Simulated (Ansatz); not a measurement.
Crystal: Ce.

```xyz
1
Lattice="-1.9433 1.9433 1.9433 1.9433 -1.9433 1.9433 1.9433 1.9433 -1.9433" Properties=species:S:1:pos:R:3 pbc="T T T"
Ce    0.0000    0.0000    0.0000
```

This isn't the form of Ce at room conditions, which is fcc.

Alike in all runs: program Ansatz 0.2.0; functional PBEsol; potentials or basis Ansatz PAW; cutoff 420 eV (not typed: the program's choice for these potentials); k mesh 10 × 10 × 10; occupations fermi-dirac, width 0.05 eV.

Starts and where they ended:

| start | free energy over the lowest (meV/atom) | net moment (μB) | site or absolute moments (μB) | gap |
| --- | --- | --- | --- | --- |
| collinear spin, ferromagnetic start of up to 1 μB | 0.0 | 0.81 | Ce +0.67 | none (metal or under the smearing width) |
| collinear spin, random start of up to 1.01 μB | 0.0 | 0.81 | Ce +0.67 | none (metal or under the smearing width) |
| no spin polarisation | 3.0 | - | - | none (metal or under the smearing width) |
| collinear spin, ferromagnetic start of up to 2.5 μB | 0.0 | 0.81 | Ce +0.67 | none (metal or under the smearing width) |

Allowing spin polarisation gains 3 meV/atom. A still lower state may exist.

Caveats: the magnetic or orbital state may not be the lowest (some runs); spin-orbit coupling is left out, which moves the levels of the heavy elements (some runs).
